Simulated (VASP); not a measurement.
# TiAl (P-6m2) in VASP: further runs

The runs below take TiAl through relaxation of cell and atoms, with PBEsol.

Everything below comes from runs of VASP 6.6.1. Logs are shortened: lines on timing, memory, paths and dates and some standing lists are left out, and cuts for length are marked.

### 1 The crystal as given

It takes space group P-6m2 (No. 187, hexagonal). Conventional cell: a = 2.867 Å, b = 2.867 Å, c = 4.678 Å, α = 90.00°, β = 90.00°, γ = 120.00°. Ti (site symmetry -6m2) is surrounded by 6 Al at 2.87 Å and 6 Ti at 2.87 Å. Al (site symmetry -6m2) has 6 Ti at 2.87 Å and 6 Al at 2.87 Å as nearest neighbours.

The cell comes from a database or a generator and needn't be the stable form of this composition.

### 2 Relaxation of cell and atoms, PBEsol

INCAR reads:

```
PREC = Accurate
ENCUT = 300
EDIFF = 1E-7
ISMEAR = 0
SIGMA = 0.1
LREAL = F
LASPH = T
NELM = 80
ALGO = Normal
ISIF = 3
LWAVE = F
LCHARG = F
GGA = PS
IBRION = 2
NSW = 90
EDIFFG = -0.005
```

KPOINTS reads:

```
regular mesh
0
Gamma
  18 18 10
```

POSCAR reads:

```
TiAl
1.0
    2.8672622300      0.0000000000      0.0000000000
   -1.4336311200      2.4831219300      0.0000000000
    0.0000000000      0.0000000000      4.6780830000
Ti Al
1 1
Direct
    0.0000000000      0.0000000000      0.0000000000
    0.3333333300      0.6666666700      0.5000000000
```

Potentials or basis: VASP PAW PBE potentials, release 64 (Ti_sv, Al).

The run is started by

```console
cat potpaw_PBE.64/Ti_sv/POTCAR potpaw_PBE.64/Al/POTCAR > POTCAR
mpirun -np 1 vasp_std > vasp.out
```

OUTCAR:

```text
PREC = Accurate
   ENCUT = 300
   EDIFF = 1E-7
   ISMEAR = 0
   LREAL = F
   LASPH = T
   NELM = 80
   ISIF = 3
   GGA = PS
   IBRION = 2
   NSW = 90
   EDIFFG = -0.005

 ion  position               nearest neighbor table
   1  0.000  0.000  0.000-   2 2.87   2 2.87   2 2.87   2 2.87   2 2.87   2 2.87
   2  0.333  0.667  0.500-   1 2.87   1 2.87   1 2.87   1 2.87   1 2.87   1 2.87

  LATTYP: Found a hexagonal cell.
 ALAT       =     2.8672622300
 C/A-ratio  =     1.6315504564

  Lattice vectors:

 A1 = (   2.8672622300,   0.0000000000,   0.0000000000)
 A2 = (  -1.4336311200,   2.4831219300,   0.0000000000)
 A3 = (   0.0000000000,   0.0000000000,   4.6780830000)

Analysis of symmetry for initial positions (statically):
=====================================================================
 Subroutine PRICEL returns:
 Original cell was already a primitive cell.

 Routine SETGRP: Setting up the symmetry group for a
 hexagonal supercell.

 Subroutine GETGRP returns: Found 12 space group operations
 (whereof 12 operations were pure point group operations)
 out of a pool of 24 trial point group operations.

The static configuration has the point symmetry D_3h.

Analysis of symmetry for dynamics (positions and initial velocities):
=====================================================================
 Subroutine PRICEL returns:
 Original cell was already a primitive cell.

 Routine SETGRP: Setting up the symmetry group for a
 hexagonal supercell.

 Subroutine GETGRP returns: Found 12 space group operations
 (whereof 12 operations were pure point group operations)
 out of a pool of 24 trial point group operations.

The dynamic configuration has the point symmetry D_3h.

 Subroutine INISYM returns: Found 12 space group operations
 (whereof 12 operations are pure point group operations),
 and found     1 'primitive' translations

----------------------------------------------------------------------------------------

                                     Primitive cell

  volume of cell :      33.3068

  direct lattice vectors                    reciprocal lattice vectors
     2.867262230  0.000000000  0.000000000     0.348764752  0.201359424  0.000000000
    -1.433631120  2.483121930  0.000000000     0.000000000  0.402718847  0.000000000
[... 103 lines left out ...]
   IMIX   =      4    mixing-type and parameters
     AMIX     =   0.40;   BMIX     =  1.00
     AMIX_MAG =   1.60;   BMIX_MAG =  1.00
  volume/ion in A,a.u.               =      16.65       112.38
  Fermi-wavevector in a.u.,A,eV,Ry     =   1.254857  2.371335 21.424622  1.574665
  Thomas-Fermi vector in A             =   2.388641
   LORBIT       =      0    0 simple, 1 ext, 2 COOP (PROOUT), +10 PAW based schemes
   GGA     = PS    functional components
   LHFCALC =     F    Hartree Fock is set to
   AEXX    =    0.0000 exact exchange contribution
   IVDW    =     0    specifies the selected vdW correction
   LEPSILON=     F    determine dielectric tensor
   LRPA    =     F    only Hartree local field effects (RPA)
 conjugate gradient relaxation of ions
 non-spin polarized calculation
 Gauss-broadening in eV      SIGMA  =   0.10
  energy-cutoff  :      300.00
  volume of cell :       33.31
 maximum number of plane-waves:       412
   NGX =  9   NGY =  9   NGZ = 13

--------------------------------------- Ionic step        1  -------------------------------------------

 number of electron      15.0000027 magnetization

 Free energy of the ion-electron system (eV)
  ---------------------------------------------------
  ext. energy  EPLUGINS =         0.00000000
  ---------------------------------------------------
  free energy    TOTEN  =       -12.91654709 eV

  energy without entropy =      -12.90375596  energy(sigma->0) =      -12.91015152

------------------------ aborting loop because EDIFF is reached ----------------------------------------

  FORCE on cell =-STRESS in cart. coord.  units (eV):
  Direction    XX          YY          ZZ          XY          YZ          ZX
  --------------------------------------------------------------------------------------
  -------------------------------------------------------------------------------------
  Total       -0.5247519     -0.5247519     -0.8066465      0.0000000      0.0000000     -0.0000000
  in kB      -25.2424317    -25.2424317    -38.8025671      0.0000001      0.0000000     -0.0000000
  external PRESSURE =     -29.7624768 kB  Pullay stress =       0.0000000 kB
[... 131 lines left out ...]
--------------------------------------- Ionic step        5  -------------------------------------------

 number of electron      14.9999995 magnetization

 Free energy of the ion-electron system (eV)
  ---------------------------------------------------
  ext. energy  EPLUGINS =         0.00000000
  ---------------------------------------------------
  free energy    TOTEN  =       -12.92559240 eV

  energy without entropy =      -12.91290870  energy(sigma->0) =      -12.91925055

 E-fermi :   8.0501     XC(G=0): -11.1509

 val. band max:        8.0496645036   @ k =   0.2778   0.1111   0.5000
 cond. band min:       8.0561705875   @ k =   0.3333   0.3333   0.4000
 fundamental gap:      0.0065060839
 Fermi energy:         8.0501100471

 k-point     1 :       0.0000    0.0000    0.0000
  band No.  band energies     occupation
      1     -48.1438      2.00000
      2     -24.6009      2.00000
      3     -24.1498      2.00000
      4     -24.1498      2.00000
      5      -0.9616      2.00000
      6       5.7774      2.00000
      7       6.2676      2.00000
      8       9.3624      0.00000
      9       9.3624      0.00000
     10      10.8901      0.00000
     11      10.8901      0.00000
[... 309 lines left out ...]
 k-point    24 :       0.3889    0.1111    0.0000
  band No.  band energies     occupation
      1     -48.0374      2.00000
      2     -24.7358      2.00000
      3     -24.4974      2.00000
      4     -24.3355      2.00000
      5       3.7963      2.00000
      6       6.0814      2.00000
      7       6.5979      2.00000
      8       7.2621      2.00000
      9       9.6615      0.00000
     10      11.2398      0.00000
     11      12.2517      0.00000

 [... further k-points ...]

------------------------ aborting loop because EDIFF is reached ----------------------------------------

  FORCE on cell =-STRESS in cart. coord.  units (eV):
  Direction    XX          YY          ZZ          XY          YZ          ZX
  --------------------------------------------------------------------------------------
  -------------------------------------------------------------------------------------
  Total        0.0015855      0.0015855     -0.0011246     -0.0000000      0.0000000      0.0000000
  in kB        0.0783621      0.0783621     -0.0555805     -0.0000000      0.0000000      0.0000000
  external PRESSURE =       0.0337145 kB  Pullay stress =       0.0000000 kB
[... 17 lines left out ...]
  FREE ENERGIE OF THE ION-ELECTRON SYSTEM (eV)
  ---------------------------------------------------
  free  energy   TOTEN  =       -12.9255924031 eV

  energy  without entropy=      -12.9129087029  energy(sigma->0) =      -12.91925055

 reached required accuracy - stopping structural energy minimisation
```

OSZICAR:

```text
N       E                     dE             d eps       ncg     rms          rms(c)
DAV:   1     0.627491978684E+02    0.62749E+02   -0.56574E+03  4931   0.968E+02
DAV:   2    -0.106666737614E+02   -0.73416E+02   -0.71219E+02  5031   0.269E+02
DAV:   3    -0.144490248924E+02   -0.37824E+01   -0.36055E+01  7055   0.619E+01
DAV:   4    -0.145607864135E+02   -0.11176E+00   -0.11125E+00  6100   0.956E+00
[... 51 lines left out ...]
DAV:   3    -0.129255926189E+02    0.51770E-05   -0.16611E-05  6106   0.467E-02    0.530E-03
DAV:   4    -0.129255930217E+02   -0.40281E-06   -0.16462E-06  5780   0.145E-02    0.264E-03
DAV:   5    -0.129255925807E+02    0.44100E-06   -0.29214E-07  5028   0.482E-03    0.964E-04
DAV:   6    -0.129255924756E+02    0.10504E-06   -0.46684E-08  2628   0.191E-03    0.471E-04
DAV:   7    -0.129255924031E+02    0.72527E-07   -0.13795E-08  2496   0.128E-03
   5 F= -.12925592E+02 E0= -.12919251E+02  d E =-.428440E-04
```

Run time: 38 s. Hardware: 1 thread of Intel Xeon 6975P-C (Granite Rapids), shared host; peak memory 0.15 GiB.

These settings aren't checked as converged: the numbers below hold their error.

Results:

| Property | Result |
| --- | --- |
| Free energy | -12.9256 eV |
| Relaxed volume | 16.21 Å³/atom |
| Relaxed cell | a = 2.847 Å, b = 2.847 Å, c = 4.617 Å, α = 90.00°, β = 90.00°, γ = 120.00° |
| Space group after relaxing (to 0.05 Å) | P-6m2 (No. 187) |
| Energy gained by relaxing | 4.5 meV/atom |
| Ionic steps | 5 |
| Band gap on the k mesh | none (metal or under the smearing width) |

Caveat: the cutoff is under 1.25 times the usual one of these potentials, so pressure, stress and relaxed cells hold a basis-set (Pulay) error; the PAW data sets were made with another functional, which shifts forces and pressure a little.

### 3 Relaxation of cell and atoms, PBEsol

INCAR, as its differences from that of step 2:

```diff
@@ -1,3 +1,3 @@
 PREC = Accurate
-ENCUT = 300
+ENCUT = 600
 EDIFF = 1E-7
```

KPOINTS reads:

```
regular mesh
0
Gamma
  6 6 4
```

POSCAR is that of step 2.

Potentials or basis: VASP PAW PBE potentials, release 64 (Ti_sv, Al).

The run is started by

```console
cat potpaw_PBE.64/Ti_sv/POTCAR potpaw_PBE.64/Al/POTCAR > POTCAR
mpirun -np 1 vasp_std > vasp.out
```

OUTCAR:

```text
PREC = Accurate
   ENCUT = 600
   EDIFF = 1E-7
   ISMEAR = 0
   LREAL = F
   LASPH = T
   NELM = 80
   ISIF = 3
   GGA = PS
   IBRION = 2
   NSW = 90
   EDIFFG = -0.005

 ion  position               nearest neighbor table
   1  0.000  0.000  0.000-   2 2.87   2 2.87   2 2.87   2 2.87   2 2.87   2 2.87
   2  0.333  0.667  0.500-   1 2.87   1 2.87   1 2.87   1 2.87   1 2.87   1 2.87

  LATTYP: Found a hexagonal cell.
 ALAT       =     2.8672622300
 C/A-ratio  =     1.6315504564

  Lattice vectors:

 A1 = (   2.8672622300,   0.0000000000,   0.0000000000)
 A2 = (  -1.4336311200,   2.4831219300,   0.0000000000)
 A3 = (   0.0000000000,   0.0000000000,   4.6780830000)

Analysis of symmetry for initial positions (statically):
=====================================================================
 Subroutine PRICEL returns:
 Original cell was already a primitive cell.

 Routine SETGRP: Setting up the symmetry group for a
 hexagonal supercell.

 Subroutine GETGRP returns: Found 12 space group operations
 (whereof 12 operations were pure point group operations)
 out of a pool of 24 trial point group operations.

The static configuration has the point symmetry D_3h.

Analysis of symmetry for dynamics (positions and initial velocities):
=====================================================================
 Subroutine PRICEL returns:
 Original cell was already a primitive cell.

 Routine SETGRP: Setting up the symmetry group for a
 hexagonal supercell.

 Subroutine GETGRP returns: Found 12 space group operations
 (whereof 12 operations were pure point group operations)
 out of a pool of 24 trial point group operations.

The dynamic configuration has the point symmetry D_3h.

 Subroutine INISYM returns: Found 12 space group operations
 (whereof 12 operations are pure point group operations),
 and found     1 'primitive' translations

----------------------------------------------------------------------------------------

                                     Primitive cell

[... 102 lines left out ...]
   EFERMI_NEDOS =   21; number of points for ismear=-14 and -15
   IALGO  =     38    algorithm
   IMIX   =      4    mixing-type and parameters
     AMIX     =   0.40;   BMIX     =  1.00
     AMIX_MAG =   1.60;   BMIX_MAG =  1.00
  volume/ion in A,a.u.               =      16.65       112.38
  Fermi-wavevector in a.u.,A,eV,Ry     =   1.254857  2.371335 21.424622  1.574665
  Thomas-Fermi vector in A             =   2.388641
   LORBIT       =      0    0 simple, 1 ext, 2 COOP (PROOUT), +10 PAW based schemes
   GGA     = PS    functional components
   LHFCALC =     F    Hartree Fock is set to
   AEXX    =    0.0000 exact exchange contribution
   IVDW    =     0    specifies the selected vdW correction
   LEPSILON=     F    determine dielectric tensor
   LRPA    =     F    only Hartree local field effects (RPA)
 conjugate gradient relaxation of ions
 non-spin polarized calculation
 Gauss-broadening in eV      SIGMA  =   0.10
  energy-cutoff  :      600.00
  volume of cell :       33.31
 maximum number of plane-waves:      1132
 NGX is ok and might be reduce to    24
   NGX = 11   NGY = 11   NGZ = 19

--------------------------------------- Ionic step        1  -------------------------------------------

 number of electron      14.9999999 magnetization

 Free energy of the ion-electron system (eV)
  ---------------------------------------------------
  ext. energy  EPLUGINS =         0.00000000
  ---------------------------------------------------
  free energy    TOTEN  =       -12.94017467 eV

  energy without entropy =      -12.91901366  energy(sigma->0) =      -12.92959417

------------------------ aborting loop because EDIFF is reached ----------------------------------------

  FORCE on cell =-STRESS in cart. coord.  units (eV):
  Direction    XX          YY          ZZ          XY          YZ          ZX
  --------------------------------------------------------------------------------------
  -------------------------------------------------------------------------------------
  Total       -0.5603870     -0.5603870     -0.6981301      0.0000000     -0.0000000      0.0000000
  in kB      -26.9566062    -26.9566062    -33.5825410      0.0000001     -0.0000000      0.0000000
  external PRESSURE =     -29.1652511 kB  Pullay stress =       0.0000000 kB
[... 239 lines left out ...]
--------------------------------------- Ionic step        8  -------------------------------------------

 number of electron      15.0000003 magnetization

 Free energy of the ion-electron system (eV)
  ---------------------------------------------------
  ext. energy  EPLUGINS =         0.00000000
  ---------------------------------------------------
  free energy    TOTEN  =       -12.94865736 eV

  energy without entropy =      -12.92792427  energy(sigma->0) =      -12.93829081

 E-fermi :   8.0081     XC(G=0): -11.1510

 val. band max:        7.9979590239   @ k =   0.1667   0.0000   0.5000
 cond. band min:       8.0122870985   @ k =   0.3333   0.3333   0.0000
 fundamental gap:      0.0143280746
 Fermi energy:         8.0081053461

 k-point     1 :       0.0000    0.0000    0.0000
  band No.  band energies     occupation
      1     -48.1862      2.00000
      2     -24.6022      2.00000
      3     -24.1655      2.00000
      4     -24.1655      2.00000
      5      -0.9901      2.00000
      6       5.7112      2.00000
      7       6.2276      2.00000
      8       9.3477      0.00000
      9       9.3477      0.00000
     10      10.9030      0.00000
     11      10.9030      0.00000
[... 307 lines left out ...]
  FREE ENERGIE OF THE ION-ELECTRON SYSTEM (eV)
  ---------------------------------------------------
  free  energy   TOTEN  =       -12.9486573617 eV

  energy  without entropy=      -12.9279242660  energy(sigma->0) =      -12.93829081

 reached required accuracy - stopping structural energy minimisation
```

CONTCAR:

```text
TiAl
   1.00000000000000
     2.8411206551829888    0.0000000000524453    0.0000000000000000
    -1.4205603325004892    2.4604826621007274    0.0000000000000000
    -0.0000000000000000   -0.0000000000000000    4.6345726051307512
  Ti              Al
     1     1
Direct
     0.0000000000000000    0.0000000000000000    0.0000000000000000
     0.3333333300000021    0.6666666699999979    0.5000000000000000

  0.00000000E+00  0.00000000E+00  0.00000000E+00
  0.00000000E+00  0.00000000E+00  0.00000000E+00
```

Wall time 22 s (1 thread of Intel Xeon 6975P-C (Granite Rapids), shared host); peak memory 0.17 GiB.

Results:

```
Free energy                            : -12.9487 eV
Relaxed volume                         : 16.20 Å³/atom
Relaxed cell                           : a = 2.841 Å, b = 2.841 Å, c = 4.635 Å, α = 90.00°, β = 90.00°, γ = 120.00°
Space group after relaxing (to 0.05 Å) : P-6m2 (No. 187)
Energy gained by relaxing              : 4.2 meV/atom
Ionic steps                            : 8
Pressure after relaxing                : 0.0 GPa
Band gap on the k mesh                 : none (metal or under the smearing width)
```

Step by step:
```
step  energy change (eV)  largest force (eV/Å)  pressure (GPa)  volume (Å³)
   1              0.0000                0.0000           -2.92        33.31
   2             -0.0051                0.0000            1.95        31.87
   3             -0.0085                0.0000           -0.01        32.41
   4             -0.0085                0.0000           -0.06        32.43
   5             -0.0085                0.0000           -0.07        32.42
   6             -0.0085                0.0000           -0.06        32.41
   7             -0.0085                0.0000            0.07        32.38
   8             -0.0085                0.0000            0.01        32.40
```

Final structure:
```xyz
2
Lattice="2.8411 0.0000 0.0000 -1.4206 2.4605 0.0000 0.0000 0.0000 4.6346" Properties=species:S:1:pos:R:3 pbc="T T T"
Ti    0.0000    0.0000    0.0000
Al    0.0000    1.6403    2.3173
```

Caveat: the k mesh is coarse (spacing up to 0.42 Å⁻¹), so the values aren't converged; the PAW data sets were made with another functional, which shifts forces and pressure a little.
